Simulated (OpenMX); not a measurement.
# GaN (P6_3mc) in OpenMX: equation of state, part 2 of 2

OpenMX 3.8.5.

**4. Single point, PBE, 10.86 Å³/atom (volume scaled by 0.96)**

File GaN.dat:

```
System.CurrrentDirectory             ./
System.Name                          GaN
DATA.PATH                            ./DFT_DATA13
level.of.stdout                      1
level.of.fileout                     0
Species.Number                       2
<Definition.of.Atomic.Species
  Ga  Ga7.0-s3p2d2           Ga_PBE13
  N   N6.0-s2p2d1            N_PBE13
Definition.of.Atomic.Species>

Atoms.Number                         4
Atoms.SpeciesAndCoordinates.Unit     FRAC
<Atoms.SpeciesAndCoordinates
    1  Ga    0.6666666667    0.3333333333    0.5000000000   6.500  6.500
    2  Ga    0.3333333333    0.6666666667    0.0000000000   6.500  6.500
    3  N     0.6666666667    0.3333333333    0.8750000000   2.500  2.500
    4  N     0.3333333333    0.6666666667    0.3750000000   2.500  2.500
Atoms.SpeciesAndCoordinates>

Atoms.UnitVectors.Unit               Ang
<Atoms.UnitVectors
     3.1370217585    0.0000000000    0.0000000000
    -1.5685108793    2.7167405351    0.0000000000
     0.0000000000    0.0000000000    5.0961806304
Atoms.UnitVectors>

scf.XcType                           GGA-PBE
scf.SpinPolarization                 off
scf.ElectronicTemperature            580.226
scf.maxIter                          100
scf.EigenvalueSolver                 band
scf.Kgrid                            11 11 5
scf.Mixing.Type                      rmm-diisk
scf.Init.Mixing.Weight               0.05
scf.Min.Mixing.Weight                0.001
scf.Max.Mixing.Weight                0.3
scf.Mixing.History                   25
scf.Mixing.StartPulay                8
scf.criterion                        1.0e-8
MD.Type                              nomd
scf.Ngrid                            36 36 70
scf.energycutoff                     500.0
```

Potentials or basis: OpenMX 2013 PBE set, Ga7.0-s3p2d2, N6.0-s2p2d1, fixed grid of 36 × 36 × 70 points.

On the command line:

```console
openmx GaN.dat -nt 1 > GaN.std
```

GaN.out:

```text
Required cutoff energy (Ryd) for 3D-grids = 497.3487
      Used cutoff energy (Ryd) for 3D-grids = 485.3005, 485.3005, 521.4450
  Num. of grids of a-, b-, and c-axes = 36, 36, 70

  Num.Grid1.    36
  Num.Grid2.    36
  Num.Grid3.    70

  Cell_Volume =    293.094057952891 (Bohr^3)
  GridVol     =      0.003230754607 (Bohr^3)
  Cell vectors (bohr) of the grid cell (gtv)
    gtv_a =  0.164669765105,  0.000000000000,  0.000000000000
    gtv_b = -0.082334882555,  0.142608199817,  0.000000000000
    gtv_c =  0.000000000000,  0.000000000000,  0.137576928282
    |gtv_a| =  0.164669765105
    |gtv_b| =  0.164669765107
    |gtv_c| =  0.137576928282

***********************************************************

***********************************************************
                  SCF history at MD= 1
***********************************************************

   SCF=   1  NormRD=  1.000000000000  Uele= -22.445822875831
   SCF=   2  NormRD=  3.619985060930  Uele= -22.395334390357
   SCF=   3  NormRD=  3.588706026218  Uele= -22.392724202146
   SCF=   4  NormRD=  1.834520199923  Uele= -22.257397812034
   SCF=   5  NormRD=  0.817488527788  Uele= -22.191623925520
[... 177 lines left out ...]
   sum over m      0.508215576  0.508215576   1.016431152   0.000000000
  s           1    0.014192647  0.014192647   0.028385294   0.000000000
   sum over m      0.014192647  0.014192647   0.028385294   0.000000000
  s           2   -0.009319262 -0.009319262  -0.018638525   0.000000000
   sum over m     -0.009319262 -0.009319262  -0.018638525   0.000000000
   sum over m+mul  0.513088960  0.513088960   1.026177921   0.000000000
  px          0    0.197220728  0.197220728   0.394441456   0.000000000
  py          0    0.197264840  0.197264840   0.394529680   0.000000000
  pz          0    0.189929230  0.189929230   0.379858460   0.000000000
   sum over m      0.584414798  0.584414798   1.168829596   0.000000000
  px          1    0.011549025  0.011549025   0.023098049   0.000000000
  py          1    0.011549034  0.011549034   0.023098067   0.000000000
  pz          1    0.009160896  0.009160896   0.018321792   0.000000000
[... 82 lines left out ...]
   sum over m      2.141613387  2.141613387   4.283226773   0.000000000
  px          1   -0.005035597 -0.005035597  -0.010071194   0.000000000
  py          1   -0.005047010 -0.005047010  -0.010094019   0.000000000
  pz          1   -0.006940546 -0.006940546  -0.013881093   0.000000000
   sum over m     -0.017023153 -0.017023153  -0.034046306   0.000000000
   sum over m+mul  2.124590233  2.124590233   4.249180467   0.000000000
  d3z^2-r^2   0    0.003084940  0.003084940   0.006169881   0.000000000
  dx^2-y^2    0    0.003022848  0.003022848   0.006045696   0.000000000
  dxy         0    0.003022872  0.003022872   0.006045744   0.000000000
  dxz         0    0.002914520  0.002914520   0.005829041   0.000000000
  dyz         0    0.002908221  0.002908221   0.005816442   0.000000000
   sum over m      0.014953401  0.014953401   0.029906802   0.000000000
   sum over m+mul  0.014953401  0.014953401   0.029906802   0.000000000

***********************************************************
       xyz-coordinates (Ang) and forces (Hartree/Bohr)
***********************************************************

<coordinates.forces
  4
    1    Ga     1.56851   0.90558   2.54809   0.000245610496 -0.000525205950 -0.002455925361
    2    Ga    -0.00000   1.81116   0.00000  -0.000245611511  0.000525206877 -0.002455925353
    3     N     1.56851   0.90558   4.45916   0.000275939122  0.000073404060  0.002418214639
    4     N    -0.00000   1.81116   1.91107  -0.000275938107 -0.000073404988  0.002418214638
coordinates.forces>

***********************************************************
       Fractional coordinates of the final structure
***********************************************************

     1     Ga     0.66666666670000   0.33333333330000   0.50000000000000
     2     Ga     0.33333333330000   0.66666666670000   0.00000000000000
     3      N     0.66666666670000   0.33333333330000   0.87500000000000
     4      N     0.33333333330000   0.66666666670000   0.37500000000000
```

GaN.std:

```text
*******************************************************
 Welcome to OpenMX   Ver. 3.8.5
 Copyright (C), 2002-2014, T. Ozaki
 OpenMX comes with ABSOLUTELY NO WARRANTY.
 This is free software, and you are welcome to
 redistribute it under the constitution of the GNU-GPL.
*******************************************************
[... 217 lines left out ...]
  Uzs   =       0.000000000000
  Uzo   =       0.000000000000
  Uef   =       0.000000000000
  UvdW  =       0.000000000000
  Utot  =    -173.995885694265

*******************************************************
             MD or geometry opt. at MD = 1
*******************************************************

outputting data on grids to files...

The calculation was normally finished.
```

Wall time 2.9 min (1 thread of Arm Neoverse V2, shared host); peak memory 1.2 GiB.

What came out:

```yaml
Free_energy: -4734.6693 eV
Largest_force: 0.130 eV/Å
Band_gap_on_the_k_mesh: 2.70 eV, direct
Mulliken_charges: Ga +0.94; N -0.94 e
```

Caveat: the basis has few d functions beyond the semicore shells, which can make volumes several per cent too large; Mulliken charges move with the basis; the basis of atomic orbitals isn't converged, which shifts pressures, moduli and gaps.

**5. Single point, PBE, 11.76 Å³/atom (volume scaled by 1.04)**

Changes to GaN.dat since step 4:

```diff
@@ -22,5 +22,5 @@
 <Atoms.UnitVectors
-     3.1370217585    0.0000000000    0.0000000000
-    -1.5685108793    2.7167405351    0.0000000000
-     0.0000000000    0.0000000000    5.0961806304
+     3.2218469041    0.0000000000    0.0000000000
+    -1.6109234521    2.7902012661    0.0000000000
+     0.0000000000    0.0000000000    5.2339814801
 Atoms.UnitVectors>
```

On the command line:

```console
openmx GaN.dat -nt 1 > GaN.std
```

It took 2.7 min on 1 thread of Arm Neoverse V2, shared host; peak memory 1.1 GiB.

It converged, with:

* Free energy: -4734.8811 eV
* Largest force: 0.106 eV/Å
* Band gap on the k mesh: 2.11 eV, direct
* Mulliken charges: Ga +0.84; N -0.84 e

Caveat: the basis has few d functions beyond the semicore shells, which can make volumes several per cent too large; Mulliken charges move with the basis; the basis of atomic orbitals isn't converged, which shifts pressures, moduli and gaps.

**6. Single point, PBE, 10.63 Å³/atom (volume scaled by 0.94)**

Changes to GaN.dat since step 5:

```diff
@@ -22,5 +22,5 @@
 <Atoms.UnitVectors
-     3.2218469041    0.0000000000    0.0000000000
-    -1.6109234521    2.7902012661    0.0000000000
-     0.0000000000    0.0000000000    5.2339814801
+     3.1150838257    0.0000000000    0.0000000000
+    -1.5575419129    2.6977417280    0.0000000000
+     0.0000000000    0.0000000000    5.0605418376
 Atoms.UnitVectors>
```

Potentials or basis: OpenMX 2013 PBE set, Ga7.0-s3p2d2, N6.0-s2p2d1, fixed grid of 36 × 36 × 70 points.

On the command line:

```console
openmx GaN.dat -nt 1 > GaN.std
```

Run time: 2.9 min. Hardware: 1 thread of Arm Neoverse V2, shared host; peak memory 1.2 GiB.

It converged, with:

```
Free energy            : -4734.5528 eV
Largest force          : 0.136 eV/Å
Band gap on the k mesh : 2.85 eV, direct
Mulliken charges       : Ga +0.96; N -0.96 e
```

Caveat: the basis has few d functions beyond the semicore shells, which can make volumes several per cent too large; Mulliken charges move with the basis; the basis of atomic orbitals isn't converged, which shifts pressures, moduli and gaps.

**7. Single point, PBE, 11.99 Å³/atom (volume scaled by 1.06)**

Changes to GaN.dat since step 6:

```diff
@@ -22,5 +22,5 @@
 <Atoms.UnitVectors
-     3.1150838257    0.0000000000    0.0000000000
-    -1.5575419129    2.6977417280    0.0000000000
-     0.0000000000    0.0000000000    5.0605418376
+     3.2423687753    0.0000000000    0.0000000000
+    -1.6211843877    2.8079737278    0.0000000000
+     0.0000000000    0.0000000000    5.2673198406
 Atoms.UnitVectors>
```

On the command line:

```console
openmx GaN.dat -nt 1 > GaN.std
```

Run time: 2.6 min. Hardware: 1 thread of Arm Neoverse V2, shared host; peak memory 1 GiB.

It converged, with:

```
Free energy            : -4734.8828 eV
Largest force          : 0.101 eV/Å
Band gap on the k mesh : 1.97 eV, direct
Mulliken charges       : Ga +0.81; N -0.81 e
```

Caveat: the basis has few d functions beyond the semicore shells, which can make volumes several per cent too large; Mulliken charges move with the basis; the basis of atomic orbitals isn't converged, which shifts pressures, moduli and gaps.

**8. Equation of state, PBE**

Potentials or basis: OpenMX 2013 PBE set, Ga7.0-s3p2d2, N6.0-s2p2d1, fixed grid of 36 × 36 × 70 points.

No new run: the results of the series are fitted here.

What came out:

| Property | Result |
| --- | --- |
| Equilibrium volume | 11.90 Å³/atom |
| Bulk modulus at fixed shape and positions | 160 GPa |
| Pressure derivative of the bulk modulus | 4.7 (rough: it moves with the points fitted) |

Energy against volume, from the lowest point:
```tsv
volume (Å³/atom)	energy (meV/atom)
10.632	82.50
10.858	53.39
11.084	31.18
11.310	15.38
11.537	5.42
11.763	0.43
11.989	0.00
```

Caveat: the basis has few d functions beyond the semicore shells, which can make volumes several per cent too large; volumes in these bases differ from converged ones by about 1 %, for some elements by several; the cell was scaled at fixed shape and fractional positions, which overstates the stiffness of a crystal with free parameters, most of all of layers and chains; the basis of atomic orbitals isn't converged, which shifts pressures, moduli and gaps.
